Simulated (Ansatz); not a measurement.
Reaction (atomization): `C#Cc1ccccc1` → 8 C• + 6 H•

Computed with Ansatz on PBE0-D4/def2-TZVP structures; ΔE is electronic, products minus reactants. CCSD(T)/CBS adds triple-zeta CCSD(T) − MP2 to the extrapolated MP2 energy (def2 sets, frozen cores). This one scheme is used for every species, atoms too. Functionals use def2-TZVPP. Open shells (•) are unrestricted, without spin–orbit coupling. Spin–orbit coupling would lower the free atoms: a little for C.

```tsv
level	ΔE (eV)
r2SCANh-D4	71.96
CAM-B3LYP-D4	72.14
B2PLYP	71.51
PBE-QIDH	72.35
PBE	74.43
PBE0	72.88
LC-ωPBE	72.01
SCS-MP2/def2-TZVPP	71.07
```

Problem. What does CCSD(T)/CBS give? (An estimate is asked.)

Solution. The calculation gave: +71.61 eV. The listed levels differ from it by 0.35, 0.53, -0.10, 0.74, 2.82, 1.27, 0.40, -0.54 eV.

Largest T1 diagnostic among the species: 0.011.

In def2-TZVPP, CCSD(T) changes the Hartree–Fock value by +16.88 eV (the triples alone add +1.46 eV) and MP2 by +19.24 eV; breaking electron pairs costs correlation energy, which Hartree–Fock lacks. At CCSD(T), def2-SVP lies −2.32 eV from the extrapolated value and def2-TZVPP −1.69 eV: correlation converges slowly with the basis, and small sets miss more of it in the bonded molecule than in its fragments.

For atomizations the MP2-based limit and the directly extrapolated one differ by several kJ/mol either way, and by 10 to 25 for some Ge, Se and Sn compounds, so smaller differences from it don't rank the levels.
